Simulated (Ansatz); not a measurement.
# HfSi: the cost of one run

Computed with Ansatz 0.2.0 (DFT PBEsol, scalar-relativistic, plane waves, PAW, unless a step's input says otherwise).

2 further runs of the same task are left out: 2 set aside as unsound or not needed. Runs told in other sessions of the task aren't counted.

## (1) Starting point

The structure is orthorhombic, space group Pnma (No. 62). The conventional cell has a = 6.822 Å, b = 3.760 Å, c = 5.202 Å, α = 90.00°, β = 90.00°, γ = 90.00°. Hf (site symmetry m) has 7 Si at 2.69 to 2.87 Å in its first shell of neighbours. Si (site symmetry m) has 2 Si at 2.45 Å and 7 Hf at 2.69 to 2.87 Å in its first shell of neighbours.

Coordinates:

```cif
data_structure
_symmetry_space_group_name_H-M 'Pnma'
_symmetry_Int_Tables_number 62
_cell_length_a 6.8218
_cell_length_b 3.7596
_cell_length_c 5.2017
_cell_angle_alpha 90.000
_cell_angle_beta 90.000
_cell_angle_gamma 90.000
_cell_volume 133.41
loop_
_atom_site_label
_atom_site_type_symbol
_atom_site_symmetry_multiplicity
_atom_site_Wyckoff_symbol
_atom_site_fract_x
_atom_site_fract_y
_atom_site_fract_z
_atom_site_occupancy
Hf1 Hf 4 c 0.17559 0.25000 0.12649 1
Si1 Si 4 c 0.04306 0.25000 0.64020 1
```

This cell was relaxed beforehand with the same method: volume 16.68 Å³/atom, gap on the mesh none (metal).

## (2) Point at V/V0 = 0.97

Input file input.yaml:

```yaml
crystal:
  lattice:
    - [6.7529000231, 0.0, 0.0]
    - [0.0, 3.7216610791, 0.0]
    - [0.0, 0.0, 5.1491974514]
  atoms:
    - { symbol: Hf, position: [0.1755908221, 0.25, 0.1264896848] }
    - { symbol: Hf, position: [0.3244091779, 0.75, 0.6264896848] }
    - { symbol: Hf, position: [0.6755908221, 0.25, 0.3735103152] }
    - { symbol: Hf, position: [0.8244091779, 0.75, 0.8735103152] }
    - { symbol: Si, position: [0.0430603597, 0.25, 0.6402012504] }
    - { symbol: Si, position: [0.4569396403, 0.75, 0.1402012504] }
    - { symbol: Si, position: [0.5430603597, 0.25, 0.8597987496] }
    - { symbol: Si, position: [0.9569396403, 0.75, 0.3597987496] }
basis:
  ecutwfc: 420
kpoints:
  mp_grid: { grid: [6, 10, 8] }
hamiltonian:
  xc: pbesol
scf:
  occupations: { method: gaussian, width: 0.1 }
output:
  forces: true
  stress: true
  eigenvalues: true
relax:
  adjacent_minimum: "off"
  f_tol: 0.01
  max_steps: 30
  cell: { stress_tol: 0.1, fix: [volume] }
```

The run is started by

```
$ ansatz run input.yaml --threads 2 --pin off --max-ram 5120MiB --backend cpu --events-out ev --progress --plain --runs-dir out
```

What time and memory should one allow on 2 threads of Oxide Virtual Turin-like (Zen 5), shared host?

About 1.7 min, with a peak of 1.1 GiB.
